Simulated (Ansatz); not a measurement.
**Ba in Ansatz: the effect of target pressure**

The system is Ba.

```
Ba
1.0
     0.00000    3.23267    3.23267
     3.23267    0.00000    3.23267
     3.23267    3.23267    0.00000
Ba
1
Direct
  0.00000 0.00000 0.00000
```

This isn't the form of Ba at room conditions, which is bcc.

Alike in all runs:

```yaml
Program: Ansatz 0.2.0
Task: relaxation of cell and atoms
Functional: PBEsol
Potentials_or_basis: Ansatz PAW
Cutoff: "420 eV (not typed: the program's choice for these potentials)"
k_mesh: 7 × 7 × 7
Occupations: fermi-dirac, width 0.05 eV
Spin: no spin polarisation
```

Each run relaxes the cell or the atoms first.

Task: One run gave: relaxed volume 39.77 Å³/atom. Which target pressure did it use?
A. 2 GPa
B. 20 GPa
C. 0 GPa
D. 10 GPa
E. 5 GPa

Result: E.

```csv
target pressure,relaxed volume (Å³/atom)
0 GPa,59.61
2 GPa,48.30
5 GPa,39.77
10 GPa,32.47
20 GPa,25.19
30 GPa,22.80
```

Caveats: the plane-wave basis is chosen anew once the cell has moved, so the energies of steps on either side of that aren't comparable; the PAW data sets come from PBE, with cores solved anew for the run's functional, which leaves a small shift of forces and pressure; the volume moved by over 15 % at a fixed basis, so the end points are rough (some runs).
